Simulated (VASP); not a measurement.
# CuCl₂, binding of two layers: which settings are enough?

CuCl₂, sheet, 6 atoms in the cell. LDA; PAW potentials Cu, Cl (LDA set). VASP 6.6.1.

Wanted: binding curve within 0.003 eV per cell.

Starting cell: layer relaxed first with the same functional; Shift of the second layer (fractional): 0.5, 0.

The series start from vacuum (Å): 14; Cutoff ENCUT (eV): 380; k spacing (1/Å): 0.3; SCF threshold EDIFF (eV): 1e-6; PREC: Accurate; LREAL: .FALSE.. Each series keeps the choices made before it, and each single choice may use up half of a tolerance. Times cover all steps of a run.

## Vacuum (Å)

| Vacuum (Å) | Binding curve, largest deviation (eV per cell) | Time (s) |
|---|---|---|
| 6 | 0.0987 | 137 |
| 9 | 0.0009 | 176 |
| 14 | 0.0002 | 368 |
| 20 (reference) | 0.0000 | 531 |

Chosen: 9, the loosest value from which every tighter one stays within half of the tolerance.

## Cutoff ENCUT (eV)

| Cutoff ENCUT (eV) | Binding curve, largest deviation (eV per cell) | Time (s) |
|---|---|---|
| 240 | 0.0024 | 81 |
| 300 | 0.0007 | 128 |
| 340 | 0.0002 | 210 |
| 380 | 0.0001 | 176 |
| 440 | 0.0002 | 297 |
| 525 (reference) | 0.0000 | 386 |

Chosen: 300.

## k spacing (1/Å)

| k spacing (1/Å) | Binding curve, largest deviation (eV per cell) | Time (s) |
|---|---|---|
| 0.8 | 0.0142 | 54 |
| 0.5 | 0.0120 | 98 |
| 0.3 | 0.0014 | 128 |
| 0.2 (reference) | 0.0000 | 400 |

Chosen: 0.3.

## SCF threshold EDIFF (eV)

| SCF threshold EDIFF (eV) | Binding curve, largest deviation (eV per cell) | Time (s) |
|---|---|---|
| 0.0001 | 0.0009 | 139 |
| 1e-5 | 0.0000 | 124 |
| 1e-6 | 0.0000 | 128 |
| 1e-7 (reference) | 0.0000 | 155 |

Chosen: 0.0001.

## PREC

| PREC | Binding curve, largest deviation (eV per cell) | Time (s) |
|---|---|---|
| Accurate | 0.0000 | 139 |
| Normal | 0.0021 | 56 |

Chosen: Accurate; no other choice that stays within half of the tolerance saves 30 % of the time.

## LREAL

| LREAL | Binding curve, largest deviation (eV per cell) | Time (s) |
|---|---|---|
| .FALSE. | 0.0000 | 139 |
| Auto | 0.0000 | 136 |

Chosen: .FALSE..

## All choices together

| Input | Binding curve, largest deviation (eV per cell) | Time (s) |
|---|---|---|
| program defaults, 6 A of vacuum, k spacing 0.5 1/A (naive) | 0.1118 | 23 |
| chosen settings | 0.0013 | 139 |
| reference settings throughout | 0.0000 | 1884 |

The tolerance is met.

Values of the reference run: Binding curve: -0.3325, -0.2569, -0.1791, -0.1169 eV per cell.

## The input

INCAR:
```
  PREC = Accurate
  ENCUT = 300
  EDIFF = 1E-4
  ISMEAR = 0
  SIGMA = 0.05
  LREAL = False
  LASPH = True
  ALGO = Normal
  NELM = 120
  LWAVE = False
  LCHARG = False
  GGA = CA
  KPAR = 4
```

KPOINTS:
```
Automatic mesh
0
Gamma
  7 5 1
  0 0 0
```

POSCAR.step1:
```
CuCl2
1.0
    4.3939023808      0.0000000000      0.0000000000
    4.3939023808      4.3939023808      0.0000000000
    0.0000000000      0.0000000000      9.0000000000
Cu Cl
1 2
Direct
    0.0000000000      0.0000000000      0.5000000000
    0.5000000000      0.5000000000      0.5000000000
    0.5000000000      0.0000000000      0.5000000000
```

POSCAR.step2:
```
CuCl2
1.0
    4.3939023808      0.0000000000      0.0000000000
    4.3939023808      4.3939023808      0.0000000000
    0.0000000000      0.0000000000     11.9999999988
Cu Cl
2 4
Direct
    0.0000000000      0.0000000000      0.3750000000
    0.5000000000      0.0000000000      0.6250000000
    0.5000000000      0.5000000000      0.3750000000
    0.5000000000      0.0000000000      0.3750000000
    1.0000000000      0.5000000000      0.6250000000
    1.0000000000      0.0000000000      0.6250000000
```

POSCAR.step3:
```
CuCl2
1.0
    4.3939023808      0.0000000000      0.0000000000
    4.3939023808      4.3939023808      0.0000000000
    0.0000000000      0.0000000000     12.2999999990
Cu Cl
2 4
Direct
    0.0000000000      0.0000000000      0.3658536586
    0.5000000000      0.0000000000      0.6341463414
    0.5000000000      0.5000000000      0.3658536586
    0.5000000000      0.0000000000      0.3658536586
    1.0000000000      0.5000000000      0.6341463414
    1.0000000000      0.0000000000      0.6341463414
```

POSCAR.step4:
```
CuCl2
1.0
    4.3939023808      0.0000000000      0.0000000000
    4.3939023808      4.3939023808      0.0000000000
    0.0000000000      0.0000000000     12.5999999982
Cu Cl
2 4
Direct
    0.0000000000      0.0000000000      0.3571428572
    0.5000000000      0.0000000000      0.6428571428
    0.5000000000      0.5000000000      0.3571428572
    0.5000000000      0.0000000000      0.3571428572
    1.0000000000      0.5000000000      0.6428571428
    1.0000000000      0.0000000000      0.6428571428
```

POSCAR.step5:
```
CuCl2
1.0
    4.3939023808      0.0000000000      0.0000000000
    4.3939023808      4.3939023808      0.0000000000
    0.0000000000      0.0000000000     12.9000000010
Cu Cl
2 4
Direct
    0.0000000000      0.0000000000      0.3488372093
    0.5000000000      0.0000000000      0.6511627907
    0.5000000000      0.5000000000      0.3488372093
    0.5000000000      0.0000000000      0.3488372093
    1.0000000000      0.5000000000      0.6511627907
    1.0000000000      0.0000000000      0.6511627907
```

Commands (each step's output is kept before the next begins):
```
cat potpaw_LDA.64/Cu/POTCAR potpaw_LDA.64/Cl/POTCAR > POTCAR
cp POSCAR.step1 POSCAR
mpirun -np 4 vasp_std > vasp.out
rm WAVECAR CHG
cp POSCAR.step2 POSCAR
mpirun -np 4 vasp_std > vasp.out
rm WAVECAR CHG
cp POSCAR.step3 POSCAR
mpirun -np 4 vasp_std > vasp.out
rm WAVECAR CHG
cp POSCAR.step4 POSCAR
mpirun -np 4 vasp_std > vasp.out
rm WAVECAR CHG
cp POSCAR.step5 POSCAR
mpirun -np 4 vasp_std > vasp.out
```

Limits: Copper(II) carries a moment, and this run has no spin.

The chosen input took VASP 6.6.1 139 s on 4 cores (Intel Xeon Platinum 8259CL @ 2.50GHz (Skylake/Cascade Lake)), a shared host.

## An input that fails: vacuum as thin as the gap between the layers (3 A)

It runs to its end, but against the unchanged starting input it is off by 7.2054 eV per cell in the binding curve.

Vacuum (Å): 14 becomes 3.

Changes against the starting input:
```
(POSCAR.step1)
-    0.0000000000      0.0000000000     14.0000000000
+    0.0000000000      0.0000000000      3.0000000000
(POSCAR.step2)
-    0.0000000000      0.0000000000     16.9999999988
+    0.0000000000      0.0000000000      5.9999999988
-    0.0000000000      0.0000000000      0.4117647059
-    0.5000000000      0.0000000000      0.5882352941
-    0.5000000000      0.5000000000      0.4117647059
-    0.5000000000      0.0000000000      0.4117647059
-    1.0000000000      0.5000000000      0.5882352941
-    1.0000000000      0.0000000000      0.5882352941
+    0.0000000000      0.0000000000      0.2500000000
+    0.5000000000      0.0000000000      0.7500000000
+    0.5000000000      0.5000000000      0.2500000000
+    0.5000000000      0.0000000000      0.2500000000
+    1.0000000000      0.5000000000      0.7500000000
+    1.0000000000      0.0000000000      0.7500000000
(POSCAR.step3)
-    0.0000000000      0.0000000000     17.2999999990
+    0.0000000000      0.0000000000      6.2999999990
-    0.0000000000      0.0000000000      0.4046242775
-    0.5000000000      0.0000000000      0.5953757225
-    0.5000000000      0.5000000000      0.4046242775
-    0.5000000000      0.0000000000      0.4046242775
-    1.0000000000      0.5000000000      0.5953757225
-    1.0000000000      0.0000000000      0.5953757225
+    0.0000000000      0.0000000000      0.2380952381
+    0.5000000000      0.0000000000      0.7619047619
+    0.5000000000      0.5000000000      0.2380952381
+    0.5000000000      0.0000000000      0.2380952381
+    1.0000000000      0.5000000000      0.7619047619
+    1.0000000000      0.0000000000      0.7619047619
(POSCAR.step4)
-    0.0000000000      0.0000000000     17.5999999982
+    0.0000000000      0.0000000000      6.5999999982
-    0.0000000000      0.0000000000      0.3977272728
-    0.5000000000      0.0000000000      0.6022727272
-    0.5000000000      0.5000000000      0.3977272728
-    0.5000000000      0.0000000000      0.3977272728
-    1.0000000000      0.5000000000      0.6022727272
-    1.0000000000      0.0000000000      0.6022727272
+    0.0000000000      0.0000000000      0.2272727273
+    0.5000000000      0.0000000000      0.7727272727
+    0.5000000000      0.5000000000      0.2272727273
+    0.5000000000      0.0000000000      0.2272727273
+    1.0000000000      0.5000000000      0.7727272727
+    1.0000000000      0.0000000000      0.7727272727
(POSCAR.step5)
-    0.0000000000      0.0000000000     17.9000000010
+    0.0000000000      0.0000000000      6.9000000010
-    0.0000000000      0.0000000000      0.3910614525
-    0.5000000000      0.0000000000      0.6089385475
-    0.5000000000      0.5000000000      0.3910614525
-    0.5000000000      0.0000000000      0.3910614525
-    1.0000000000      0.5000000000      0.6089385475
-    1.0000000000      0.0000000000      0.6089385475
+    0.0000000000      0.0000000000      0.2173913043
+    0.5000000000      0.0000000000      0.7826086957
+    0.5000000000      0.5000000000      0.2173913043
+    0.5000000000      0.0000000000      0.2173913043
+    1.0000000000      0.5000000000      0.7826086957
+    1.0000000000      0.0000000000      0.7826086957
```
